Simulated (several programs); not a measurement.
**What each method gives for SiC (h-MgO type)**

SiC, h-MgO type (no longer in that coordination), relaxed with r2SCAN in Ansatz, was computed with several methods. Space group P6_3/mmc (No. 194), hexagonal; a = 3.137 Å, c = 4.933 Å in the conventional setting, 10.51 Å³ an atom. Si has 3 C at 1.81 Å; C has 3 Si at 1.81 Å. All values are calculated for a non-magnetic cell, which may be hypothetical.

Space group P6_3/mmc (No. 194). a = 3.137 Å, b = 3.137 Å, c = 4.933 Å, α = 90.00°, β = 90.00°, γ = 120.00°
```csv
atom,site,symmetry,x,y,z
Si,2c,-6m2,0.3333,0.6667,0.2500
C,2d,-6m2,0.6667,0.3333,0.2500
```

Gaps and times are for a single point on this cell; volume and bulk modulus come from each method's own relaxation or energy curve at fixed shape, which is too stiff where a cell has free coordinates or axes. Times are rough, from shared hosts (Arm Neoverse V1), and each method has its own mesh and cell size. A double dagger marks a value from a curve with shape and coordinates held. A star marks a curve whose lowest point is an end point. PM6 (MOPAC), PM7 (MOPAC), GFN1-xTB (tblite), GFN2-xTB (tblite) treat a cluster of cells at its zone centre, which samples few k points: where these miss a band edge, the gap comes out too large for that reason alone. Gaps from k meshes are read at a limited set of points (mesh, symmetry points, PBE's band edges), so each method's own least gap may be somewhat smaller. Force fields have no electrons; where one was fitted to this phase, its volume and modulus reflect the fit. xTB and the PM methods were fitted mostly to molecules, and can miss a solid's gap by electronvolts. Minimal bases can be far off for gaps. Times of the plane-wave ladder aren't listed, since it ran on unlike processors and cards. Curves at held shape can't give the bulk modulus of a layered or molecular crystal, so none is listed. d marks a direct gap, i an indirect one (no mark: not told apart), a dash a value that wasn't computed or didn't pass its checks.

```json
{"method": "PBEsol", "kind": "semilocal", "gap (eV)": "–", "own volume (Å³/atom)": "10.19", "bulk modulus (GPa)": "–", "atoms computed": "4", "processor time": "–"}
{"method": "SiC_Erhart-Albe.tersoff (LAMMPS)", "kind": "force field", "gap (eV)": "–", "own volume (Å³/atom)": "11.13", "bulk modulus (GPa)": "–", "atoms computed": "4", "processor time": "0.13 s"}
{"method": "SiC.vashishta (LAMMPS)", "kind": "force field", "gap (eV)": "–", "own volume (Å³/atom)": "12.13", "bulk modulus (GPa)": "–", "atoms computed": "4", "processor time": "0.13 s"}
{"method": "SiCGe.tersoff (LAMMPS)", "kind": "force field", "gap (eV)": "–", "own volume (Å³/atom)": "10.59", "bulk modulus (GPa)": "–", "atoms computed": "4", "processor time": "0.13 s"}
{"method": "non-self-consistent DFTB (CP2K)", "kind": "tight binding", "gap (eV)": "2.47 i", "own volume (Å³/atom)": "–", "bulk modulus (GPa)": "–", "atoms computed": "4", "processor time": "0.58 s"}
{"method": "light PBE (260 eV and a coarse mesh)", "kind": "light plane-wave", "gap (eV)": "overlap 0.16", "own volume (Å³/atom)": "–", "bulk modulus (GPa)": "–", "atoms computed": "4", "processor time": "0.69 s"}
{"method": "PBE", "kind": "semilocal", "gap (eV)": "overlap 0.12", "own volume (Å³/atom)": "10.56", "bulk modulus (GPa)": "–", "atoms computed": "4", "processor time": "–"}
{"method": "LDA", "kind": "semilocal", "gap (eV)": "overlap 0.20", "own volume (Å³/atom)": "10.00", "bulk modulus (GPa)": "–", "atoms computed": "4", "processor time": "–"}
{"method": "r2SCAN", "kind": "semilocal", "gap (eV)": "0.11 i", "own volume (Å³/atom)": "10.51", "bulk modulus (GPa)": "–", "atoms computed": "4", "processor time": "–"}
{"method": "PBE/SZV (CP2K)", "kind": "small basis", "gap (eV)": "0.68 i", "own volume (Å³/atom)": "11.76*‡", "bulk modulus (GPa)": "–", "atoms computed": "4", "processor time": "7.1 s"}
{"method": "GFN1-xTB (tblite)", "kind": "tight binding", "gap (eV)": "2.26", "own volume (Å³/atom)": "–", "bulk modulus (GPa)": "–", "atoms computed": "cluster", "processor time": "9.2 s"}
{"method": "PBE/single zeta (GPAW)", "kind": "small basis", "gap (eV)": "0.89 i", "own volume (Å³/atom)": "–", "bulk modulus (GPa)": "–", "atoms computed": "4", "processor time": "16 s"}
{"method": "GFN2-xTB (tblite)", "kind": "tight binding", "gap (eV)": "1.79", "own volume (Å³/atom)": "–", "bulk modulus (GPa)": "–", "atoms computed": "cluster", "processor time": "20 s"}
{"method": "PBE/DZVP (CP2K)", "kind": "small basis", "gap (eV)": "overlap 0.26", "own volume (Å³/atom)": "10.64‡", "bulk modulus (GPa)": "–", "atoms computed": "4", "processor time": "21 s"}
{"method": "PM7 (MOPAC)", "kind": "semi-empirical", "gap (eV)": "4.68", "own volume (Å³/atom)": "–", "bulk modulus (GPa)": "–", "atoms computed": "cluster", "processor time": "33 s"}
{"method": "PM6 (MOPAC)", "kind": "semi-empirical", "gap (eV)": "9.32", "own volume (Å³/atom)": "–", "bulk modulus (GPa)": "–", "atoms computed": "cluster", "processor time": "75 s"}
{"method": "PBE0", "kind": "hybrid", "gap (eV)": "1.26 i", "own volume (Å³/atom)": "–", "bulk modulus (GPa)": "–", "atoms computed": "4", "processor time": "–"}
{"method": "HSE06", "kind": "hybrid", "gap (eV)": "0.55 i", "own volume (Å³/atom)": "10.30", "bulk modulus (GPa)": "–", "atoms computed": "4", "processor time": "–"}
```

Against HSE06 (0.55 eV) and with closed or daggered gaps left aside, the nearest gap at the points sampled is that of PBE/SZV (CP2K) (+0.13 eV) and the farthest that of PM6 (MOPAC) (+8.77 eV). HSE06 is only a yardstick of convenience, and nearness to it can be luck.

Volumes against r2SCAN's: PBEsol -3.0 %, SiC_Erhart-Albe.tersoff (LAMMPS) +5.9 %, SiC.vashishta (LAMMPS) +15.4 %, SiCGe.tersoff (LAMMPS) +0.7 %, PBE +0.5 %, LDA -4.8 %, HSE06 -2.1 %.

With PBE the bands overlap or touch, or nearly. Semilocal functionals can close a real gap, so this doesn't show a metal; small gaps of other methods may in turn close between the points read or with spin-orbit coupling, and the solid may be a semimetal.
